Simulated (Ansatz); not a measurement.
Reactions of C3H8Mg, SMILES `C[CH2][Mg][CH3]`.

Computed with Ansatz on PBE0-D4/def2-TZVP structures; ΔE is electronic, products minus reactants. CCSD(T)/CBS is the MP2 limit (def2-TZVPP, def2-QZVPP) plus CCSD(T) − MP2 in def2-TZVPP, frozen cores. This one scheme is used for every species. Functionals use def2-TZVPP. def2 core potentials past Kr. For Ge, I, Li, Mg outer-core shells are correlated without core-valence functions, which leaves a few kJ/mol of doubt a bond. Scalar relativity is left out up to krypton. One conformer a species, not always the lowest.

```json
{"reaction": "`C[CH2][Mg][CH3]` + `[SiH3][SiH2]S` → `CS[SiH2][SiH3]` + `[CH3][Mg][CH3]`", "CCSD(T)/CBS(def2) (kJ/mol)": "?"}
{"reaction": "`C[CH2][Mg][CH3]` + `[Li][SH]` → `[Li][S]C` + `C[CH2][MgH]`", "CCSD(T)/CBS(def2) (kJ/mol)": "75"}
{"reaction": "`C[CH2][Mg][CH3]` + `BC=C` → `[CH3][MgH]` + `BC(=C)CC`", "CCSD(T)/CBS(def2) (kJ/mol)": "?"}
{"reaction": "`C[CH2][Mg][CH3]` + `CCCCO` → `C[CH2][Mg][CH2]C` + `CCCO`", "CCSD(T)/CBS(def2) (kJ/mol)": "25"}
{"reaction": "`C[CH2][Mg][CH3]` + `COC(Cl)I` → `C[CH2][Mg][O]C` + `CC(Cl)I`", "CCSD(T)/CBS(def2) (kJ/mol)": "-170"}
{"reaction": "`C[CH2][Mg][CH3]` + `[CH3][Ge][Cl]` → `[CH3][Mg][CH3]` + `C[CH2][Ge][Cl]`", "CCSD(T)/CBS(def2) (kJ/mol)": "-15"}
{"reaction": "`C[CH2][Mg][CH3]` + `[NH2][Mg][O][SiH3]` → `[CH3][Mg][O][SiH3]` + `C[CH2][Mg][NH2]`", "CCSD(T)/CBS(def2) (kJ/mol)": "-9"}
{"reaction": "`C[CH2][Mg][CH3]` + `[OH][Al]([OH])[Cl]` → `C[O][Al]([OH])[Cl]` + `C[CH2][MgH]`", "CCSD(T)/CBS(def2) (kJ/mol)": "?"}
{"reaction": "`C[CH2][Mg][CH3]` + `FCCCCl` → `[CH3][Mg][F]` + `CCCCCCl`", "CCSD(T)/CBS(def2) (kJ/mol)": "-263"}
{"reaction": "`C[CH2][Mg][CH3]` + `[NH2][Al]([OH])[SH]` → `[CH3][Mg][NH2]` + `C[CH2][Al]([OH])[SH]`", "CCSD(T)/CBS(def2) (kJ/mol)": "3"}
```

Task: Fill in the missing values. (Estimate.)

Result: The calculation gave: `C[CH2][Mg][CH3]` + `[SiH3][SiH2]S` → `CS[SiH2][SiH3]` + `[CH3][Mg][CH3]`: -13.8 kJ/mol; `C[CH2][Mg][CH3]` + `BC=C` → `[CH3][MgH]` + `BC(=C)CC`: +2.1 kJ/mol; `C[CH2][Mg][CH3]` + `[OH][Al]([OH])[Cl]` → `C[O][Al]([OH])[Cl]` + `C[CH2][MgH]`: +96.8 kJ/mol.

Largest T1 diagnostic: 0.012, for `[SiH3][SiH2]S`.
